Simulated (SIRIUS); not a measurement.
Wanted: the native input for a SIRIUS 7.10.0 run.

```
Task                                        : single point
Functional                                  : PBEsol
Potentials or basis                         : PseudoDojo 0.4.1 PBEsol standard (scalar relativistic)
Cutoff                                      : 1030 eV
Density cutoff                              : 4119 eV
k mesh                                      : 10 × 10 × 2
Occupations                                 : fermi-dirac, width 0.05 eV
Spin                                        : no spin polarisation
Libxc names                                 : ["XC_GGA_X_PBE_SOL", "XC_GGA_C_PBE_SOL"]
Energy tol                                  : 1e-08 Ha
Density tol                                 : 1e-06
Mixer                                       : anderson
Mixing beta                                 : 0.7
Max scf                                     : 100
Radial cutoff for the potentials' integrals : 6.5 bohr
```

WS2, a slab with vacuum:

```xyz
3
Lattice="3.1835 0.0000 0.0000 -1.5918 2.7570 0.0000 0.0000 0.0000 16.9506" Properties=species:S:1:pos:R:3 pbc="T T T"
W    -0.0087    0.0026   -0.0399
S     0.0322    1.8182    1.5743
S     0.0073    1.8154   15.4044
```

The cell isn't the ideal one: atoms moved at random, drawn with an rms of 0.05 Å.

These files were run (other wordings do the same):

sirius.json

```json
{
  "control": {
    "processing_unit": "cpu",
    "verbosity": 2,
    "num_bands_to_print": 21,
    "print_forces": true,
    "print_stress": true
  },
  "parameters": {
    "electronic_structure_method": "pseudopotential",
    "xc_functionals": ["XC_GGA_X_PBE_SOL", "XC_GGA_C_PBE_SOL"],
    "gk_cutoff": 8.7,
    "pw_cutoff": 17.4,
    "ngridk": [10, 10, 2],
    "shiftk": [0, 0, 0],
    "smearing": "fermi_dirac",
    "smearing_width": 0.0018374661,
    "num_bands": 21,
    "num_mag_dims": 0,
    "num_dft_iter": 100,
    "energy_tol": 1e-08,
    "density_tol": 1e-06
  },
  "iterative_solver": {
    "type": "davidson",
    "min_tolerance": 1e-09,
    "tolerance_scale": [0.1, 0.25]
  },
  "mixer": {
    "type": "anderson",
    "beta": 0.7,
    "max_history": 8
  },
  "settings": {
    "tol_ne": 1e-10,
    "pseudo_grid_cutoff": 6.5
  },
  "unit_cell": {
    "lattice_vectors": [
      [6.015974024595, 0.0, 0.0],
      [-3.007987012297, 5.209986333681, 0.0],
      [0.0, 0.0, 32.031949866237]
    ],
    "atom_coordinate_units": "lattice",
    "atom_types": ["W", "S"],
    "atom_files": {
      "S": "S.json",
      "W": "W.json"
    },
    "atoms": {
      "W": [
        [-0.002252, 0.000959, -0.002354]
      ],
      "S": [
        [0.339847, 0.659467, 0.092874],
        [0.331534, 0.658482, 0.908785]
      ]
    }
  }
}
```

Potentials or basis: PseudoDojo 0.4.1 PBEsol standard (scalar relativistic).

Launch:

```sh
$ upf_to_json S.upf
$ upf_to_json W.upf
$ OMP_NUM_THREADS=1 sirius.scf --input=sirius.json --output=out.json --task=0
```

It gave:

- Largest force: 1.878 eV/Å
- Band gap on the k mesh: 1.91 eV

Caveat: spin-orbit coupling is left out, which moves the levels of the heavy elements.

It took 15 min on 1 thread of Arm Neoverse V1, on a shared host, peak memory 3.2 GiB.
